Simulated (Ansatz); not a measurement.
# Co in Ansatz: the effect of functional

Crystal: Co.

```
Co
1.0
     2.45541    0.00000    0.00000
    -1.22770    2.12645    0.00000
     0.00000    0.00000    3.99416
Co
2
Direct
  0.66667 0.33333 0.75000
  0.33333 0.66667 0.25000
```

The cell isn't the ideal one: volume scaled by 0.98.

Alike in all runs:

* Program: Ansatz 0.2.0
* Task: single point
* Potentials or basis: Ansatz PAW
* k mesh: 12 × 12 × 7
* Occupations: fermi-dirac, width 0.05 eV
* Spin: collinear spin, ferromagnetic start
* Starting moments: [2.0, 2.0] μB

| functional | cutoff | pressure (GPa) | moment (μB) |
| --- | --- | --- | --- |
| LDA | 420 eV (not typed: the program's choice for these potentials) | -10.5 | 3.04 |
| r2SCAN | 500 eV (not typed: the program's choice for these potentials) | ? | ? |
| PBE | 420 eV (not typed: the program's choice for these potentials) | 9.6 | 3.16 |

Problem. What does the run with functional r2SCAN give?

Solution. Pressure 5.1 GPa; moment 3.52 μB.

Caveats: the PAW data sets come from PBE, with cores solved anew for the run's functional, which leaves a small shift of forces and pressure (some runs); the magnetic or orbital state may not be the lowest (some runs).
